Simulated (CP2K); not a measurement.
Sn under changes of volume

One of the cells (33.803 Å³/atom); the others are scaled copies at fixed shape and fractional positions:

```
Sn
1.0
     4.57264    0.00000    0.00000
     2.28632    3.96002    0.00000
     2.28632    1.32001    3.73354
Sn
2
Cartesian
  6.8590 3.9600 2.8002
  4.5726 2.6400 1.8668
```

This isn't the form of Sn at room conditions, which is tetragonal (white tin).

* Program: CP2K 2026.2
* Functional: PBEsol
* Potentials or basis: POTENTIAL_UZH Sn GTH-PBE-q4; TZVP-MOLOPT-PBE-GTH basis
* Density cutoff: 6123 eV
* k mesh: 7 × 7 × 7
* Occupations: fermi-dirac, width 0.05 eV
* Spin: no spin polarisation

```tsv
volume (Å³/atom)	energy over the lowest point (meV/atom)	pressure (GPa)
31.775	100.13	7.5
32.451	71.33	6.2
33.127	48.01	4.9
33.803	29.68	3.8
34.479	?	?
35.155	6.10	1.9
35.831	0.00	1.1
```

What does the run at 34.479 Å³/atom give?

Energy over the lowest point 15.86 meV/atom; pressure 2.8 GPa.

Worked out: A Birch-Murnaghan fit of order 3 (a polynomial in V^(-2/3)) to the other rows has its minimum at 36.78 Å³/atom, just outside them, with B0 = V·E''(V) = 37 GPa and B' = 4.4. It gives 15.86 meV/atom at 34.479 Å³/atom, against the run's 15.86, and -dE/dV = 2.8 GPa, against 2.8.

Energies are extrapolated to zero smearing.

Caveats: the potentials were made for another functional, which shifts forces and pressure; the basis of atomic orbitals isn't converged, which shifts pressures, moduli and gaps.
